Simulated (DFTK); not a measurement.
NiO, 2 atoms in the cell. The structure is cubic, space group Pm-3m (No. 221). Conventional cell: a = 2.505 Å, b = 2.505 Å, c = 2.505 Å, α = 90.00°, β = 90.00°, γ = 90.00°. Around Ni (site symmetry m-3m) lie 8 O at 2.17 Å. O (site symmetry m-3m) has 8 Ni at 2.17 Å as nearest neighbours. Measurements of this composition are mostly on another form, of space group No. 225.

| Quantity | Value |
| --- | --- |
| Program | DFTK 0.8.2 |
| Task | single point |
| Functional | PBE |
| Potentials or basis | dojo.nc.sr.pbe.v0_4_1.standard.upf (PBE) |
| Cutoff | 1333 eV |
| k mesh | 11 × 11 × 11 |
| Occupations | fermi-dirac, width 0.05 eV |
| Spin | collinear spin, ferromagnetic start |
| Starting moments | [1.0, 0.0] μB |
| Valence electrons | Ni 18, O 6 |
| SCF tolerance on the density | 1e-06 |

Potentials or basis: dojo.nc.sr.pbe.v0_4_1.standard.upf (PBE).

Command:

```console
$ julia --threads=1 run.jl  # save.jl only writes the numbers to a file and isn't shown; printed stress counts tension as positive; times include loading and compiling
```

Hardware: 1 thread of AMD EPYC 9R45 96-Core Processor (Zen 5) (shared host).

Problem. Estimate the wall time of this run.

Solution. Run time: 95 s on 1 thread of AMD EPYC 9R45 96-Core Processor (Zen 5), on a shared host, peak memory 1.9 GiB. Counts: scf iterations 19, k points 56, plane waves 1767, bands 17.
